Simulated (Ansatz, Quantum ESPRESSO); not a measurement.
# graphene, 1 layer: the energy at a withheld member of a series

**Set-up.** Quantum ESPRESSO 7.5, PBE, GBRV ultrasoft. Cell and atoms are first relaxed; each strained cell is then held and the atoms relax in it. A periodic run with 15 Å of vacuum in the starting cell gives the vacuum levels, and bands follow along a path. The series steps biaxial strain. Energies count from the lowest.

| biaxial strain | energy (eV) |
| --- | --- |
| -4 % | 0.2416 |
| -3 % | 0.1325 |
| -2 % | 0.0574 |
| -1 % | 0.0141 |
| 0 % | 0.0000 |
| 1 % | 0.0131 |
| 2 % | 0.0514 |
| 3 % | 0.1130 |

To predict: What is the energy at 4 %?

**Worked estimate.** The rows at 2 % and 3 % give a slope of (0.1130 − (0.0514))/(3 − (2)) = 0.0616, so a straight line gives 0.1746 eV. A parabola through these and the row at 1 % gives 0.1979 eV.

**The withheld run.** 0.1960 eV. The line misses by −0.0214 and the parabola by +0.0019 eV. The parabola does better.

Caveats: Semilocal gaps are too small; the 1×1 cell can't ripple over many cells under compression as a free sheet would. No spin-orbit coupling.
